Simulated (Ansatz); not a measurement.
Gas-phase electronic energies from Ansatz, PBE0-D4/def2-TZVP geometries. CCSD(T)/CBS adds triple-zeta CCSD(T) − MP2 to the extrapolated MP2 energy (def2 sets, frozen cores). Functionals use def2-TZVPP. For Ge outer-core shells are correlated without core-valence functions, which leaves a few kJ/mol of doubt a bond. Scalar relativity is left out up to krypton. One conformer a species, not always the lowest.

Consider the ligand exchange at a Ge–C bond: `C[CH](C)[Ge][F]` + `CC(C)(C)O` → `CC(C)(C)[O][Ge][F]` + `CCC`.

```tsv
level	ΔE (kJ/mol)
PBE-D4	-133.2
BLYP-D4	-145.1
r2SCAN0-D4	-134.6
BLYP	-143.4
```

Question: What does CCSD(T)/CBS give? (Best estimate.)

Answer: Ansatz gave: -131.0 kJ/mol. The listed levels differ from it by -2.2, -14.1, -3.6, -12.4 kJ/mol.

Largest T1 diagnostic among the species: 0.014.

Leaving LDA and LC-ωPBE aside and taking each functional with its dispersion term where it has one, the values, not all of them listed here, spread over 15.5 kJ/mol, from BLYP-D4 to HSE06-D4. From r2SCAN to r2SCAN0 (25 % exact exchange), in def2-TZVPP and without D4, ΔE moves by +4.7 kJ/mol. At CCSD(T), def2-SVP lies −15.0 kJ/mol from the extrapolated value and def2-TZVPP −2.0 kJ/mol.

CCSD(T)/CBS has its own doubt, a few kJ/mol and more with outer-core shells, so smaller differences from it don't rank the levels.
